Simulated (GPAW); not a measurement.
A calculation with GPAW 26.7.0 of CuAu (cli, structure from a POSCAR):

POSCAR

```
CuAu
1.0
    2.8107494552      0.0000000000      0.0000000000
    0.0000000000      2.8107494552      0.0000000000
    0.0000000000      0.0000000000      3.6850000000
Au Cu
1 1
Direct
    0.0000000000      0.0000000000      0.0000000000
    0.5000000000      0.5000000000      0.5000000000
```

Potentials or basis: GPAW PAW data sets (gpaw-data 1.2.1), pw.

The run is started by

```sh
$ OMP_NUM_THREADS=1 gpaw run POSCAR -p 'mode=PW(600),xc=PBE,kpts={size:(9,9,7),gamma:True},occupations={name:fermi-dirac,width:0.05},nbands=23,convergence={density:1e-05,energy:1e-05},maxiter=150,txt=gpaw.txt' --properties efs -w gs.gpw
```

Question: Write the same calculation in another form: ASE script, structure typed inline.

Answer: As run:

run.py

```python
from ase import Atoms
from ase.dft.bandgap import bandgap
from ase.io import write
from ase.units import Bohr, GPa
from gpaw import GPAW, PW
from gpaw.elf import elf_from_dft_calculation

atoms = Atoms(['Au', 'Cu'],
              cell=[[2.8107494552, 0.0, 0.0],
                    [0.0, 2.8107494552, 0.0],
                    [0.0, 0.0, 3.685]],
              scaled_positions=[[0.0, 0.0, 0.0],
                                [0.5, 0.5, 0.5]],
              pbc=True)

calc = GPAW(mode=PW(600),
            xc='PBE',
            kpts={'size': (9, 9, 7), 'gamma': True},
            occupations={'name': 'fermi-dirac', 'width': 0.05},
            nbands=23,
            convergence={'density': 1e-05, 'energy': 1e-05},
            maxiter=150,
            txt='gpaw.txt')
atoms.calc = calc
energy = atoms.get_potential_energy()
forces = atoms.get_forces()
stress = atoms.get_stress()
calc.write('gs.gpw')
write('result.traj', atoms)
print(f'Energy: {energy:.6f} eV')
print('Forces (eV/A):')
print(forces.round(4))
print('Stress (GPa):', (stress / GPa).round(3))
print('Fermi level:', round(calc.get_fermi_level(), 4), 'eV')
print(f'Gap: {bandgap(calc)[0]:.4f} eV, direct: {bandgap(calc, direct=True)[0]:.4f} eV')

# fields on the real-space grid
write('density.cube', atoms, data=calc.get_pseudo_density() * Bohr**3)
write('potential.cube', atoms, data=calc.get_electrostatic_potential())
write('elf.cube', atoms, data=elf_from_dft_calculation(calc).data)
```

Potentials or basis: GPAW PAW data sets (gpaw-data 1.2.1), pw.

Launch:

```sh
$ OMP_NUM_THREADS=1 python run.py
```

Both were run:

|  | cli, structure from a POSCAR | ASE script, structure typed inline |
| --- | --- | --- |
| Pressure | 6.5 GPa | 6.5 GPa |
| Band gap on the k mesh | none (metal or under the smearing width) | none (metal or under the smearing width) |

Keys that steer only the numerical path or the files written may differ.

Caveat: with these Cu and Au data sets, volumes or pressures lay over 1.5 % or 2 GPa off other programs in two to four cells of ten.
